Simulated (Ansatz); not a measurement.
Space group P6_3/mmc (No. 194). a = 3.769 Å, b = 3.769 Å, c = 15.966 Å, α = 90.00°, β = 90.00°, γ = 120.00°
```tsv
atom	site	symmetry	x	y	z
Ga	4f	3m.	0.3333	0.6667	0.1735
Se	4f	3m.	0.3333	0.6667	0.5997
```

Equation of state of this GaSe structure (not necessarily the ground state), with shape and atoms relaxed at each volume where symmetry leaves them free. Theory: DFT PBE+D3(BJ), scalar-relativistic, plane waves, PAW (Ansatz 0.2.0).

Plane waves to 420 eV, a k mesh through Γ of 12×12×2 on the computed 8-atom cell and Gaussian smearing (0.02 eV); no spin polarisation.

```tsv
V (Å³/atom)	E − E(largest V) (meV/atom)	P (GPa)	gap on mesh (eV)
21.610	32.46	5.95	0.69
22.347	9.98	3.89	0.75
23.084	-4.03	2.25	0.82
23.820	-11.28	0.96	0.87
24.557	-13.35	0.00	0.87
25.294	-11.66	-0.69	0.90
26.030	-7.49	-1.11	0.97
27.013	0.00	-1.30	1.14
```

Problem. Fit a third-order Birch–Murnaghan equation to E(V).

Solution. V0 = 24.57 Å³/atom, B0 = 26 GPa, B0' = 10.4. B0' is unusual or poorly fixed by this range.